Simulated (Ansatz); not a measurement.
Input and command of a calculation in Ansatz (plane waves; scalar-relativistic PAW potentials unless the input names others):

```yaml
crystal:
  lattice:
    - [0.0, 3.2511941624, -3.2511941624]
    - [6.5023883247, 0.0, 0.0]
    - [-3.2511941624, -6.5023883247, -3.2511941624]
  atoms:
    - { symbol: Bi, position: [0.3333333333, 0.3333333333, 0.6666666667] }
    - { symbol: Bi, position: [0.6666666667, 0.6666666667, 0.3333333333] }
    - { symbol: Bi, position: [1.0, 1.0, 0.0] }
    - { symbol: Te, position: [0.0, 0.5, 0.0] }
    - { symbol: Te, position: [0.3333333333, 0.8333333333, 0.6666666667] }
    - { symbol: Te, position: [0.6666666667, 0.1666666667, 0.3333333333] }
basis:
  ecutwfc: 420
kpoints:
  mp_grid: { grid: [8, 8, 8] }
hamiltonian:
  xc: pbe
scf:
  occupations: { method: gaussian, width: 0.1 }
  max_iter: 50
output:
  forces: true
  eigenvalues: true
  stress: true
total_charge: 10
```

```bash
ansatz run input.yaml --threads 1 --pin off --max-ram 2560MiB --backend cpu --events-out ev --progress --plain --runs-dir out
```

Abridged log:
```
Basis set: ecut = 420 eV, 3995 PW (Γ), exchange–correlation on 64×90×108 points (8 copies of the dense FFT grid, shifted against one another)
Bands: 50, of which v1, the nominal top of the filled ones, is band 42 counted from 1 (41 counted from 0)
Symmetry: 24 space group operations
k-points: 95 of 512
SCF iter   1: F=—  HF=-58260.430967 eV  |F-HF|=—  |Δ(HF+E_count)|=         —  Δρ=1.98e-1  dr2=8.73e1  ethr=1.77e-3  ⟨swp⟩=5.9  Hψ=20410  notcnv=0  defer=63
SCF iter   2: F=—  HF=-58219.127158 eV  |F-HF|=—  |Δ(HF+E_count)|=    4.13e1  Δρ=1.04e-1  dr2=1.49e1  ethr=1.77e-3  ⟨swp⟩=5.3  Hψ=16831  notcnv=0  defer=136
SCF iter   3: F=—  HF=-58211.900577 eV  |F-HF|=—  |Δ(HF+E_count)|=    7.23e0  Δρ=1.77e-2  dr2=9.78e-1  ethr=1.77e-3  ⟨swp⟩=4.0  Hψ=13343  notcnv=0  defer=180
SCF iter   4: F=—  HF=-58211.798655 eV  |F-HF|=—  |Δ(HF+E_count)|=   1.02e-1  Δρ=6.12e-3  dr2=1.66e-1  ethr=1.18e-3  ⟨swp⟩=2.1  Hψ=8528  notcnv=0  defer=177
SCF iter   5: F=—  HF=-58211.778819 eV  |F-HF|=—  |Δ(HF+E_count)|=   1.98e-2  Δρ=1.99e-3  dr2=8.56e-3  ethr=2.00e-4  ⟨swp⟩=2.1  Hψ=9160  notcnv=0  defer=177
SCF iter   6: F=—  HF=-58211.778085 eV  |F-HF|=—  |Δ(HF+E_count)|=   7.34e-4  Δρ=4.26e-4  dr2=6.97e-4  ethr=1.03e-5  ⟨swp⟩=2.0  Hψ=8609  notcnv=0  defer=177
SCF iter   7: F=—  HF=-58211.777993 eV  |F-HF|=—  |Δ(HF+E_count)|=   9.17e-5  Δρ=6.52e-5  dr2=1.89e-5  ethr=8.40e-7  ⟨swp⟩=3.0  Hψ=9068  notcnv=0  defer=177
SCF iter   8: F=—  HF=-58211.778020 eV  |F-HF|=—  |Δ(HF+E_count)|=   2.63e-5  Δρ=9.87e-6  dr2=2.17e-7  ethr=2.28e-8  ⟨swp⟩=2.0  Hψ=5644  notcnv=0  defer=177
SCF iter   9: F=-58211.778020 eV  HF=-58211.778020 eV  |F-HF|=8.73e-10  |Δ(HF+E_count)|=   3.24e-7  Δρ=1.76e-6  dr2=5.94e-9  ethr=1.20e-10  ⟨swp⟩=14.2  Hψ=27085  notcnv=0
SCF 1 converged in 9 iterations: F = -58211.778020 eV  dr2 = 5.94e-9
SCF converged after 9 iterations
Free energy (F): -58211.778020 eV
Harris-Foulkes:  -58211.778020 eV  (|F-HF|=8.73e-10)
Internal energy: -58211.745677 eV  (E = F + TS)
E sigma→0 (E₀):  -58211.761848 eV
Entropy (-TS):   -0.032343 eV (-5.391 meV/atom)
Fermi energy:    7.122470 eV
--- Forces (eV/Å), atoms counted from 1 ---
  atom   1  Bi     0.00000000     0.00000000     0.00000000
  atom   2  Bi     0.00000000     0.00000000     0.00000000
  atom   3  Bi     0.00000000     0.00000000     0.00000000
  atom   4  Te     0.00000000     0.00000000     0.00000000
  atom   5  Te     0.00000000     0.00000000     0.00000000
  atom   6  Te     0.00000000     0.00000000     0.00000000
--- Stress (GPa, compression-positive) ---
        1.272337       0.000000       0.000000
        0.000000       1.283772      -0.047242
        0.000000      -0.047242       1.283772
  P = ⅓ Tr σ = 1.2800 GPa (12.800 kbar)
```

Task: What is wrong with this input?

Result: The fault is a net charge on a solid that should be neutral, 10 electrons a cell too few, offset by a uniform background, so that energy and pressure hang on that convention (total_charge: not typed → 10, the first being the value of the sound run). Setting it back cures it. The run converged all the same, with a total energy on another zero, pressure 1.28 GPa (with the neutralising background of the charged cell), largest force 0.000 eV/Å, no gap on the mesh, so convergence alone doesn't show that an input is right. A reference run on usual settings, whose relaxation ended at this geometry, converged, and the end of its own relaxation has pressure -0.02 GPa, largest force 0.000 eV/Å, no gap on the mesh.

The run took 70 s on 1 thread of Arm Neoverse V1 (shared host), peak memory 0.86 GiB.